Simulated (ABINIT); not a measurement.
A calculation with ABINIT 10.8.3 (patched build) of Al (native input, structure from a POSCAR):

Contents of run.abi:

```
# Pseudopotentials
pp_dirpath "./"
pseudos "Al.GGA_PBE-JTH.xml"

# Structure
structure "poscar:POSCAR"
natom 1
chkprim 0
chksymtnons 0
tolsym 1.0e-6

# Plane-wave basis
ecut 15.0
pawecutdg 30.0

# k points
kptopt 1
ngkpt 11 12 12
nshiftk 1
shiftk 0.0 0.0 0.0

# Exchange and correlation
ixc 11

# Bands and occupations
nband 6
occopt 3
tsmear 0.05 eV

# SCF cycle
nstep 100
tolvrs 1.0e-9

# Output
iomode 3
prtwf 0
prtden 0
prteig 0
prtebands 0
enunit 2
```

File POSCAR:

```
Al
1.0
   -1.5759003900      1.6569236100      1.6579838500
    1.4794763400     -1.5976414500      1.5022776300
    1.6144548200      1.6361958800     -1.5987016800
Al
1
Direct
    0.0000000000      0.0000000000      0.0000000000  Al
```

Potentials or basis: JTH PAW PBE v2.0.

The run is started by

```sh
$ abinit run.abi > log 2>&1
```

This isn't the form of Al at room conditions, which is fcc.

**Question.** Write the same calculation in another form: ASE script, structure from a POSCAR.

**Answer.** As run:

Contents of run.py:

```python
import json, os
import numpy as np
from ase.units import GPa
from ase.calculators.abinit import Abinit, AbinitProfile
from ase.io import read

atoms = read('POSCAR')

profile = AbinitProfile(command='abinit', pp_paths=[os.path.abspath('pseudos')])
params = dict(
    pps='pawxml', xc='PBE',
    chksymtnons=0,
    tolsym=1e-06,
    ecut=408.1708,
    pawecutdg=816.3416,
    kptopt=1,
    ngkpt=[11, 12, 12],
    nshiftk=1,
    shiftk=[0.0, 0.0, 0.0],
    ixc=11,
    nband=6,
    occopt=3,
    tsmear=0.05,
    nstep=100,
    tolvrs=1e-09,
    prtwf=0,
    prtden=0,
)

atoms.calc = Abinit(profile=profile, directory='run', **params)
energy = atoms.get_potential_energy()
forces = atoms.get_forces()
stress = atoms.get_stress()
print(f'energy {energy:.6f} eV')
print('forces (eV/A)')
print(np.round(forces, 5))
print('stress (GPa, Voigt, tension positive)', np.round(stress / GPa, 4))
json.dump(dict(energy=energy, forces=forces.tolist(), stress=stress.tolist(), cell=atoms.cell.tolist(), frac=atoms.get_scaled_positions(wrap=False).tolist()), open('results.json', 'w'))
```

Contents of POSCAR:

```
Al
1.0
   -1.5759003900      1.6569236100      1.6579838500
    1.4794763400     -1.5976414500      1.5022776300
    1.6144548200      1.6361958800     -1.5987016800
Al
1
Direct
    0.0000000000      0.0000000000      0.0000000000
```

Potentials or basis: JTH PAW PBE v2.0.

Command:

```bash
$ python run.py
```

Both were run:

|  | native input, structure from a POSCAR | ASE script, structure from a POSCAR |
| --- | --- | --- |
| Pressure | 4.5 GPa | 4.5 GPa |
| Band gap on the k mesh | none (metal or under the smearing width) | none (metal or under the smearing width) |
| Valence electrons inside the program's atomic spheres | Al 0.76 (radii [1.0074] Å) | Al 0.76 (radii [1.0074] Å) |

Keys that steer only the numerical path or the files written may differ.
